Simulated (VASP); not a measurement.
# Ag (P6_3/mmc) in VASP: further runs

Runs on Ag. Level: PBEsol. Tasks: single point, relaxation of cell and atoms.

All numbers are computed with VASP 6.6.1; they aren't measurements. Logs are shortened: lines on timing, memory, paths and dates and some standing lists are left out, and cuts for length are marked.

### 1 The crystal as given

It takes space group P6_3/mmc (No. 194, hexagonal). Conventional cell: a = 2.867 Å, b = 2.867 Å, c = 4.691 Å, α = 90.00°, β = 90.00°, γ = 120.00°. Ag (site symmetry -6m2) is surrounded by 12 Ag at 2.87 Å.

This isn't the form of Ag at room conditions, which is fcc.

### 2 Single point, PBEsol

The input, INCAR:

```
ALGO = Fast
EDIFF = 1E-6
ENCUT = 520
GGA = PS
ISIF = 2
ISMEAR = 0
LASPH = True
LCHARG = True
LELF = True
LREAL = False
LVHAR = True
LWAVE = False
NBANDS = 18
NELM = 100
PREC = Accurate
SIGMA = 0.1
```

The input, KPOINTS:

```
k-points
0
Gamma
  18 18 10
```

The input, POSCAR:

```
Ag
1.0
    2.8670626910      0.0000000000      0.0000000000
   -1.4335313455      2.4829491247      0.0000000000
    0.0000000000      0.0000000000      4.6907150476
Ag
2
Direct
    0.3333333333      0.6666666667      0.2500000000
    0.6666666667      0.3333333333      0.7500000000
```

Potentials or basis: VASP PAW PBE potentials, release 64 (Ag).

The run is started by

```bash
$ cat potpaw_PBE.64/Ag/POTCAR > POTCAR
$ mpirun -np 1 vasp_std > vasp.out
```

OUTCAR:

```text
EDIFF = 1E-6
   ENCUT = 520
   GGA = PS
   ISIF = 2
   ISMEAR = 0
   LASPH = True
   LREAL = False
   NELM = 100
   PREC = Accurate

 ion  position               nearest neighbor table
   1  0.333  0.667  0.250-   2 2.87   2 2.87   2 2.87   2 2.87   2 2.87   2 2.87
   2  0.667  0.333  0.750-   1 2.87   1 2.87   1 2.87   1 2.87   1 2.87   1 2.87

  LATTYP: Found a hexagonal cell.
 ALAT       =     2.8670626910
 C/A-ratio  =     1.6360699270

  Lattice vectors:

 A1 = (   2.8670626910,   0.0000000000,   0.0000000000)
 A2 = (  -1.4335313455,   2.4829491247,   0.0000000000)
 A3 = (   0.0000000000,   0.0000000000,   4.6907150476)

Analysis of symmetry for initial positions (statically):
=====================================================================
 Subroutine PRICEL returns:
 Original cell was already a primitive cell.

 Routine SETGRP: Setting up the symmetry group for a
 hexagonal supercell.

 Subroutine GETGRP returns: Found 24 space group operations
 (whereof 12 operations were pure point group operations)
 out of a pool of 24 trial point group operations.

The static configuration has the point symmetry D_3d.
 The point group associated with its full space group is D_6h.

Analysis of symmetry for dynamics (positions and initial velocities):
=====================================================================
 Subroutine PRICEL returns:
 Original cell was already a primitive cell.

 Routine SETGRP: Setting up the symmetry group for a
 hexagonal supercell.

 Subroutine GETGRP returns: Found 24 space group operations
 (whereof 12 operations were pure point group operations)
 out of a pool of 24 trial point group operations.

The dynamic configuration has the point symmetry D_3d.
 The point group associated with its full space group is D_6h.

 Subroutine INISYM returns: Found 24 space group operations
 (whereof 12 operations are pure point group operations),
 and found     1 'primitive' translations

----------------------------------------------------------------------------------------

                                     Primitive cell

  volume of cell :      33.3921

  direct lattice vectors                    reciprocal lattice vectors
     2.867062691  0.000000000  0.000000000     0.348789025  0.201373437  0.000000000
    -1.433531346  2.482949125  0.000000000     0.000000000  0.402746875  0.000000000
     0.000000000  0.000000000  4.690715048     0.000000000  0.000000000  0.213187113

  length of vectors
     2.867062691  2.867062691  4.690715048     0.402746875  0.402746875  0.213187113

  position of ions in fractional coordinates (direct lattice)
     0.333333333  0.666666667  0.250000000
     0.666666667  0.333333333  0.750000000

  ion indices of the primitive-cell ions
   primitive index   ion index
                 1           1
                 2           2

----------------------------------------------------------------------------------------

 KPOINTS: k-points

Automatic generation of k-mesh.
 Grid dimensions read from file:
 generate k-points for:   18   18   10

 Generating k-lattice:

  Cartesian coordinates                     Fractional coordinates (reciprocal lattice)
     0.019377168  0.011187413  0.000000000     0.055555556  0.000000000  0.000000000
     0.000000000  0.022374826  0.000000000     0.000000000  0.055555556  0.000000000
     0.000000000  0.000000000  0.021318711     0.000000000  0.000000000  0.100000000

  Length of vectors
     0.022374826  0.022374826  0.021318711

  Shift w.r.t. Gamma in fractional coordinates (k-lattice)
     0.000000000  0.000000000  0.000000000

 Subroutine IBZKPT returns following result:
 ===========================================

 Found    222 irreducible k-points:

 Following reciprocal coordinates:
            Coordinates               Weight
  0.000000  0.000000  0.000000      1.000000
  0.055556  0.000000  0.000000      6.000000
  0.111111  0.000000  0.000000      6.000000
  0.166667  0.000000  0.000000      6.000000
  0.222222  0.000000  0.000000      6.000000
  0.277778  0.000000  0.000000      6.000000
[... 16 lines left out ...]
  0.333333  0.111111  0.000000     12.000000
  0.388889  0.111111  0.000000     12.000000
 [... further k-points ...]
   k-points           NKPTS =    222   k-points in BZ     NKDIM =    222   number of bands    NBANDS=     18
   number of dos      NEDOS =    301   number of ions     NIONS =      2
   total plane-waves  NPLWV =  20736
   dimension x,y,z NGX =    24 NGY =   24 NGZ =   36
   dimension x,y,z NGXF=    48 NGYF=   48 NGZF=   72
   ions per type =               2
   NGX,Y,Z   is equivalent  to a cutoff of  13.92, 13.92, 12.76 a.u.
   NGXF,Y,Z  is equivalent  to a cutoff of  27.83, 27.83, 25.52 a.u.
 SYSTEM =  unknown system
   PREC   = accura    normal or accurate (medium, high low for compatibility)
   ISTART =      0    job   : 0-new  1-cont  2-samecut
   ICHARG =      2    charge: 1-file 2-atom 10-const
   ISPIN  =      1    spin polarized calculation?
   LNONCOLLINEAR =      F non collinear calculations
   LSORBIT =      F    spin-orbit coupling
   LASPH  =      T    aspherical Exc in radial PAW
   ENCUT  =  520.0 eV  38.22 Ry    6.18 a.u.   5.33  5.33  8.72*2*pi/ulx,y,z
   NELM   =    100;   NELMIN=  2; NELMDL= -5     # of ELM steps
   EDIFF  = 0.1E-05   stopping-criterion for ELM
   LREAL  =      F    real-space projection
   EDIFFG = 0.1E-04   stopping-criterion for IOM
   NSW    =      0    number of steps for IOM
   IBRION =     -1    ionic relax: 0-MD 1-quasi-New 2-CG
   NFREE  =      0    steps in history (QN), initial steepest desc. (CG)
   ISIF   =      2    stress and relaxation
   ISYM   =      2    0-nonsym 1-usesym 2-fastsym
   POTIM  = 0.5000    time-step for ionic-motion
   TEBEG  =    0.0;   TEEND  =   0.0 temperature during run
   PSTRESS=    0.0 pullay stress
   NELECT =      22.0000    total number of electrons
   NUPDOWN=      -1.0000    fix difference up-down
   EMIN   =  10.00;   EMAX   =-10.00  energy-range for DOS
   EFERMI =   0.00;   METHOD = LEGACY
   ISMEAR =     0;   SIGMA  =   0.10  broadening in eV -4-tet -1-fermi 0-gaus
   EFERMI_NEDOS =   21; number of points for ismear=-14 and -15
   IALGO  =     68    algorithm
   IMIX   =      4    mixing-type and parameters
     AMIX     =   0.40;   BMIX     =  1.00
     AMIX_MAG =   1.60;   BMIX_MAG =  1.00
  volume/ion in A,a.u.               =      16.70       112.67
  Fermi-wavevector in a.u.,A,eV,Ry     =   1.424517  2.691947 27.609613  2.029249
  Thomas-Fermi vector in A             =   2.545000
   LORBIT       =      0    0 simple, 1 ext, 2 COOP (PROOUT), +10 PAW based schemes
   GGA     = PS    functional components
   LHFCALC =     F    Hartree Fock is set to
   AEXX    =    0.0000 exact exchange contribution
   IVDW    =     0    specifies the selected vdW correction
   LEPSILON=     F    determine dielectric tensor
   LRPA    =     F    only Hartree local field effects (RPA)
 non-spin polarized calculation
 RMM-DIIS sequential band-by-band and
 Gauss-broadening in eV      SIGMA  =   0.10
  energy-cutoff  :      520.00
  volume of cell :       33.39
 maximum number of plane-waves:       917
 NGX is ok and might be reduce to    24
   NGX = 11   NGY = 11   NGZ = 17

 number of electron      21.9999997 magnetization

 Free energy of the ion-electron system (eV)
  ---------------------------------------------------
  ext. energy  EPLUGINS =         0.00000000
  ---------------------------------------------------
  free energy    TOTEN  =        -6.60541790 eV

  energy without entropy =       -6.60084192  energy(sigma->0) =       -6.60312991

 E-fermi :   8.4807     XC(G=0): -12.5366

 val. band max:        8.4759756056   @ k =   0.3889   0.1111   0.3000
 cond. band min:       8.4910614971   @ k =   0.3889   0.0556   0.5000
 fundamental gap:      0.0150858915
 Fermi energy:         8.4807462992

 k-point     1 :       0.0000    0.0000    0.0000
  band No.  band energies     occupation
      1       0.5393      2.00000
      2       1.9973      2.00000
      3       3.6662      2.00000
      4       3.7734      2.00000
      5       3.7734      2.00000
      6       4.0228      2.00000
[... 10 lines left out ...]
     17      27.0333      0.00000
     18      27.0333      0.00000

 k-point     2 :       0.0556    0.0000    0.0000
  band No.  band energies     occupation
      1       0.6269      2.00000
      2       2.0502      2.00000
      3       3.6041      2.00000
      4       3.8212      2.00000
      5       3.8314      2.00000
      6       4.0034      2.00000
[... 10 lines left out ...]
     17      26.3228      0.00000
     18      27.1591      0.00000

 k-point     3 :       0.1111    0.0000    0.0000
  band No.  band energies     occupation
      1       0.8825      2.00000
      2       2.1946      2.00000
      3       3.4924      2.00000
      4       3.9019      2.00000
      5       3.9610      2.00000
      6       3.9983      2.00000
[... 10 lines left out ...]
     17      26.4357      0.00000
     18      27.5713      0.00000

 k-point     4 :       0.1667    0.0000    0.0000
  band No.  band energies     occupation
      1       1.2789      2.00000
      2       2.3785      2.00000
      3       3.3897      2.00000
      4       3.8496      2.00000
      5       3.9007      2.00000
      6       4.1698      2.00000
[... 375 lines left out ...]
      4       3.6597      2.00000
      5       3.7094      2.00000
      6       3.9993      2.00000
[... 10 lines left out ...]
     17      22.3671      0.00000
     18      24.4852      0.00000

 k-point    23 :       0.3333    0.1111    0.0000
  band No.  band energies     occupation
      1       2.3663      2.00000
      2       2.6099      2.00000
      3       2.6285      2.00000
      4       3.6655      2.00000
      5       4.0182      2.00000
      6       4.0863      2.00000
[... 10 lines left out ...]
     17      20.8157      0.00000
     18      24.0116      0.00000

 k-point    24 :       0.3889    0.1111    0.0000
  band No.  band energies     occupation
      1       2.2829      2.00000
      2       2.5033      2.00000
      3       2.5966      2.00000
      4       3.6474      2.00000
      5       4.0022      2.00000
      6       4.2085      2.00000
[... 10 lines left out ...]
     17      19.7039      0.00000
     18      23.7268      0.00000

 [... further k-points ...]

------------------------ aborting loop because EDIFF is reached ----------------------------------------

  FORCE on cell =-STRESS in cart. coord.  units (eV):
  Direction    XX          YY          ZZ          XY          YZ          ZX
  --------------------------------------------------------------------------------------
  -------------------------------------------------------------------------------------
  Total       -0.0590807     -0.0590807     -0.0562013      0.0000000     -0.0000000      0.0000000
  in kB       -2.8347323     -2.8347323     -2.6965758      0.0000000     -0.0000000      0.0000000
  external PRESSURE =      -2.7886801 kB  Pullay stress =       0.0000000 kB

 VOLUME and BASIS-vectors are now :
 -----------------------------------------------------------------------------
  energy-cutoff  :      520.00
  volume of cell :       33.39
      direct lattice vectors                 reciprocal lattice vectors
     2.867062691  0.000000000  0.000000000     0.348789025  0.201373437  0.000000000
    -1.433531346  2.482949125  0.000000000     0.000000000  0.402746875  0.000000000
     0.000000000  0.000000000  4.690715048     0.000000000  0.000000000  0.213187113

 POSITION                                       TOTAL-FORCE (eV/Angst)
 -----------------------------------------------------------------------------------
     -0.00000      1.65530      1.17268         0.000000      0.000000      0.000000
      1.43353      0.82765      3.51804        -0.000000      0.000000     -0.000000
 -----------------------------------------------------------------------------------
    total drift:                               -0.000000      0.000000     -0.000000

  FREE ENERGIE OF THE ION-ELECTRON SYSTEM (eV)
  ---------------------------------------------------
  free  energy   TOTEN  =        -6.6054179010 eV

  energy  without entropy=       -6.6008419173  energy(sigma->0) =       -6.60312991
```

Run time: 48 s. Hardware: 1 thread of Intel Xeon Platinum 8488C (Sapphire Rapids), shared host; peak memory 0.23 GiB.

What came out:

- Free energy: -6.6054 eV
- Pressure: -0.3 GPa
- Band gap on the k mesh: none (metal or under the smearing width)

Levels at points of the mesh, in eV from the Fermi level:
```
           k point  band 8  band 9  band 10  band 11  band 12  band 13  band 14  band 15
(0.00, 0.00, 0.00)   -4.08   -4.08    -3.03    -3.03    -0.49     3.71    15.73    17.64
(0.50, 0.00, 0.00)   -2.88   -2.83    -2.74     0.12     1.63     6.98     7.24     9.59
(0.00, 0.00, 0.50)   -4.59   -3.36    -3.36    -3.36    -3.36    11.28    11.28    16.10
(0.50, 0.00, 0.50)   -3.09   -2.80    -2.80     0.73     0.73     4.74     4.74    13.80
```

Caveat: the PAW data sets were made with another functional, which shifts forces and pressure a little.

### 3 Relaxation of cell and atoms, PBEsol

This run uses another cell than the first one, of 17.81 Å³/atom, 1.066 times its volume.

The input, INCAR:

```
SYSTEM = Ag
PREC = Accurate ; ENCUT = 600
EDIFF = 1E-6 ; ISMEAR = 0
SIGMA = 0.1 ; LREAL = .FALSE.
LASPH = .TRUE. ; NELM = 100
ALGO = Fast ; ISIF = 3
LWAVE = .FALSE. ; LCHARG = .FALSE.
GGA = PS ; IBRION = 2
NSW = 100 ; EDIFFG = -0.005
```

The input, KPOINTS:

```
Automatic mesh
0
G
  18 18 10
  0 0 0
```

The input, POSCAR:

```
Ag
1.0
    2.9300000000      0.0000000000      0.0000000000
   -1.4650000000      2.5374544331      0.0000000000
    0.0000000000      0.0000000000      4.7900000000
Ag
2
Direct
    0.3333333333      0.6666666667      0.2500000000
    0.6666666667      0.3333333333      0.7500000000
```

Potentials or basis: VASP PAW PBE potentials, release 64 (Ag).

The run is started by

```bash
$ cat potpaw_PBE.64/Ag/POTCAR > POTCAR
$ mpirun -np 1 vasp_std > vasp.out
```

It took 4.5 min on 1 thread of Intel Xeon Platinum 8488C (Sapphire Rapids), shared host; peak memory 0.27 GiB.

It converged, with:

```
Free energy                            : -6.6068 eV
Relaxed volume                         : 16.67 Å³/atom
Relaxed cell                           : a = 2.865 Å, b = 2.865 Å, c = 4.690 Å, α = 90.00°, β = 90.00°, γ = 120.00°
Space group after relaxing (to 0.05 Å) : P6_3/mmc (No. 194)
Energy gained by relaxing              : 24.6 meV/atom
Ionic steps                            : 12
Pressure after relaxing                : 0.0 GPa
Band gap on the k mesh                 : none (metal or under the smearing width)
```

The path:
| step | energy change (eV) | largest force (eV/Å) | pressure (GPa) | volume (Å³) |
| --- | --- | --- | --- | --- |
| 1 | 0.0000 | 0.0000 | -6.33 | 35.61 |
| 2 | -0.0312 | 0.0000 | 4.72 | 32.11 |
| 3 | -0.0493 | 0.0000 | 0.19 | 33.33 |
| 4 | -0.0492 | 0.0000 | -0.20 | 33.40 |
| 5 | -0.0492 | 0.0000 | -0.19 | 33.39 |
| 6 | -0.0492 | 0.0000 | -0.17 | 33.39 |
| 7 | -0.0492 | 0.0000 | -0.14 | 33.38 |
| 8 | -0.0492 | 0.0000 | -0.09 | 33.37 |
| 9 | -0.0493 | 0.0000 | -0.07 | 33.35 |
| 10 | -0.0492 | 0.0000 | 0.15 | 33.30 |
| 11 | -0.0493 | 0.0000 | 0.04 | 33.33 |
| 12 | -0.0493 | 0.0000 | 0.01 | 33.34 |

Final structure:
```
Ag
1.0
     2.86494    0.00000    0.00000
    -1.43247    2.48111    0.00000
     0.00000    0.00000    4.68962
Ag
2
Direct
  0.33333 0.66667 0.25000
  0.66667 0.33333 0.75000
```

Levels at points of the mesh, in eV from the Fermi level:
```csv
k point,band 8,band 9,band 10,band 11,band 12,band 13,band 14,band 15
"(0.00, 0.00, 0.00)",-4.09,-4.09,-3.03,-3.03,-0.49,3.72,15.74,17.64
"(0.50, 0.00, 0.00)",-2.89,-2.83,-2.74,0.12,1.64,6.98,7.24,9.60
"(0.00, 0.00, 0.50)",-4.60,-3.36,-3.36,-3.36,-3.36,11.28,11.28,16.11
"(0.50, 0.00, 0.50)",-3.09,-2.80,-2.80,0.73,0.73,4.75,4.75,13.82
```

Caveat: the PAW data sets were made with another functional, which shifts forces and pressure a little.

### 4 Single point, PBEsol

This run uses another cell than the first one, of 17.81 Å³/atom, 1.066 times its volume.

The input, INCAR:

```
PREC     = Accurate       # precision mode
ENCUT    = 520            # plane-wave cutoff, eV
EDIFF    = 1E-7           # SCF threshold, eV
ISMEAR   = 0              # smearing method
SIGMA    = 0.1            # smearing width, eV
LREAL    = False          # projectors in reciprocal space
LASPH    = True           # aspherical terms in the spheres
NELM     = 100            # most SCF steps
ALGO     = Normal         # electronic algorithm
ISIF     = 2              # what is computed and relaxed
LWAVE    = False          # write WAVECAR
LCHARG   = True           # write CHGCAR
GGA      = PS             # functional
LELF     = True           # ELF
LVHAR    = True         
NBANDS   = 18             # bands
```

The input, KPOINTS:

```
regular mesh
0
Gamma
  9 9 4
```

POSCAR is that of step 3.

The run is started by

```bash
$ cat potpaw_PBE.64/Ag/POTCAR > POTCAR
$ mpirun -np 1 vasp_std > vasp.out
```

Wall time 9.4 s (1 thread of Intel Xeon Platinum 8488C (Sapphire Rapids), shared host); peak memory 0.16 GiB.

Results (log left out):

```
Free energy            : -6.5723 eV
Pressure               : -6.5 GPa
Band gap on the k mesh : none (metal or under the smearing width)
```

Stress tensor (GPa, compression positive):
```
-7.13  0.00  0.00
 0.00 -7.13  0.00
 0.00  0.00 -5.28
```

Levels at points of the mesh, in eV from the Fermi level:
| k point | band 8 | band 9 | band 10 | band 11 | band 12 | band 13 | band 14 | band 15 |
| --- | --- | --- | --- | --- | --- | --- | --- | --- |
| (0.00, 0.00, 0.00) | -3.91 | -3.91 | -2.96 | -2.96 | -0.27 | 3.40 | 15.56 | 17.42 |
| (0.00, 0.00, 0.50) | -4.31 | -3.26 | -3.26 | -3.26 | -3.26 | 10.83 | 10.83 | 15.91 |

Caveat: the PAW data sets were made with another functional, which shifts forces and pressure a little.

### 5 Single point, PBEsol (cell and atoms relaxed tightly for response)

The input, INCAR:

```
ALGO = Fast ; EDIFF = 1E-6
ENCUT = 520 ; GGA = PS
ISIF = 2 ; ISMEAR = -1
LASPH = True ; LCHARG = True
LELF = True ; LREAL = False
LVHAR = True ; LWAVE = False
NBANDS = 18 ; NELM = 100
PREC = Accurate ; SIGMA = 0.15
```

The input, KPOINTS:

```
k-points
0
Gamma
  18 18 10
```

The input, POSCAR:

```
Ag
1.0
    2.8641596656      0.0000000000      0.0000000000
   -1.4320798328      2.4804350309      0.0000000000
    0.0000000000      0.0000000000      4.7002733281
Ag
2
Direct
    0.3333333333      0.6666666667      0.2500000000
    0.6666666667      0.3333333333      0.7500000000
```

The run is started by

```bash
$ cat potpaw_PBE.64/Ag/POTCAR > POTCAR
$ mpirun -np 1 vasp_std > vasp.out
```

It took 48 s on 1 thread of Intel Xeon Platinum 8488C (Sapphire Rapids), shared host; peak memory 0.23 GiB.

Results (log left out):

```yaml
Free_energy: -6.6272 eV
Pressure: -0.3 GPa
Band_gap_on_the_k_mesh: none (metal or under the smearing width)
```

Levels at points of the mesh, in eV from the Fermi level:
| k point | band 8 | band 9 | band 10 | band 11 | band 12 | band 13 | band 14 | band 15 |
| --- | --- | --- | --- | --- | --- | --- | --- | --- |
| (0.00, 0.00, 0.00) | -4.11 | -4.11 | -3.06 | -3.06 | -0.54 | 3.64 | 15.72 | 17.55 |
| (0.50, 0.00, 0.00) | -2.91 | -2.87 | -2.77 | 0.10 | 1.61 | 6.93 | 7.19 | 9.53 |
| (0.00, 0.00, 0.50) | -4.63 | -3.39 | -3.39 | -3.39 | -3.39 | 11.18 | 11.18 | 16.09 |
| (0.50, 0.00, 0.50) | -3.12 | -2.83 | -2.83 | 0.70 | 0.70 | 4.72 | 4.72 | 13.79 |

Caveat: the PAW data sets were made with another functional, which shifts forces and pressure a little.

### 6 Summary

```csv
task,cell,k mesh,cutoff (eV),smearing,gap on the mesh (eV),pressure (GPa)
single point,"P6_3/mmc, 16.7 Å³/atom",18 × 18 × 10,520,gaussian 0.1 eV,none,-0.3
relaxation of cell and atoms,relaxed,18 × 18 × 10,600,gaussian 0.1 eV,none,0.0
single point,"P6_3/mmc, 17.81 Å³/atom",9 × 9 × 4,520,gaussian 0.1 eV,none,-6.5
single point,cell and atoms relaxed tightly for response,18 × 18 × 10,520,fermi-dirac 0.15 eV,none,-0.3
```

Alike in all rows: level PBEsol; potentials or basis VASP PAW PBE potentials, release 64 (Ag); no spin polarisation.

Caveats: the PAW data sets were made with another functional, which shifts forces and pressure a little.

Total energies depend on the potentials used, so only differences within one code and one set of settings carry meaning.
